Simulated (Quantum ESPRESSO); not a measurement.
Wanted: an ASE script for a Quantum ESPRESSO 7.5 run.

| Property | Result |
| --- | --- |
| Task | equation of state |
| Functional | PBE |
| Dispersion | D4 |
| Potentials or basis | PseudoDojo 0.4.1 SR PBE standard |
| Cutoff | 1116 eV |
| Density cutoff | 4463 eV |
| k mesh | 10 × 10 × 5 |
| Occupations | fermi-dirac, width 0.05 eV |
| Spin | no spin polarisation |
| Dispersion computed by | dftd4 4.3.1 through ASE |
| Mixing beta | 0.5 |
| Most SCF iterations | 120 |
| SCF threshold | 8e-10 Ry |

The structure of SiC (Moissanite) lies in SiC.xyz:

```xyz
4
Lattice="3.0760000000 0.0000000000 0.0000000000 -1.5380000000 2.6638941420 0.0000000000 0.0000000000 0.0000000000 5.0480000000" Properties=species:S:1:pos:R:3 pbc="T T T"
Si     1.5380000002      0.8879647139      2.5240000000
Si    -0.0000000002      1.7759294281      0.0000000000
C      1.5380000002      0.8879647139      4.4674800000
C     -0.0000000002      1.7759294281      1.9434800000
```

One way to write it, as run:

run.py

```python
import numpy as np
from ase.calculators.espresso import Espresso, EspressoProfile
from ase.io import read

atoms = read('SiC.xyz')

input_data = {
    'control': {'calculation': 'scf', 'prefix': 'pwscf', 'outdir': './tmp', 'tprnfor': True, 'tstress': True, 'disk_io': 'nowf'},
    'system': {'ecutwfc': 82.0, 'nbnd': 14, 'occupations': 'smearing', 'smearing': 'fd', 'degauss': 0.00367493},
    'electrons': {'conv_thr': 8e-10, 'electron_maxstep': 120, 'mixing_beta': 0.5},
}
pseudopotentials = {'C': 'C.upf', 'Si': 'Si.upf'}
profile = EspressoProfile(command='pw.x', pseudo_dir='pseudo')
dft = Espresso(profile=profile, input_data=input_data, pseudopotentials=pseudopotentials, kpts=(10, 10, 5), koffset=(0, 0, 0))
from ase.calculators.mixing import SumCalculator
from dftd4.ase import DFTD4
d4 = DFTD4(method='pbe')
atoms.calc = SumCalculator([dft, d4])

from ase.eos import EquationOfState
from ase.units import GPa
cell, v, e = atoms.cell.copy(), [], []
for x in [0.94, 0.96, 0.98, 1.0, 1.02, 1.04, 1.06]:
    atoms.set_cell(cell * x ** (1 / 3), scale_atoms=True)
    v.append(atoms.get_volume() / len(atoms))
    e.append(atoms.get_potential_energy() / len(atoms))
    print(f'V {v[-1]:.6f} A^3/atom  E {e[-1]:.8f} eV/atom')
v0, e0, b0 = EquationOfState(v, e, eos='birchmurnaghan').fit()
print(f'V0 {v0:.5f} A^3/atom  E0 {e0:.6f} eV/atom  B0 {b0 / GPa:.2f} GPa')
```

Potentials or basis: PseudoDojo 0.4.1 SR PBE standard.

Run with:

```bash
$ OMP_NUM_THREADS=1 python run.py
```

Results of the run:

```yaml
Equilibrium_volume: 10.32 Å³/atom
Bulk_modulus_at_fixed_shape_and_positions: 219 GPa
Pressure_derivative_of_the_bulk_modulus: 4.0
```

Caveat: the cell was scaled at fixed shape and fractional positions, which overstates the stiffness of a crystal with free parameters, most of all of layers and chains.

Wall time 3.5 min on 1 thread of Arm Neoverse V2, with other jobs on the host, peak memory 0.09 GiB.
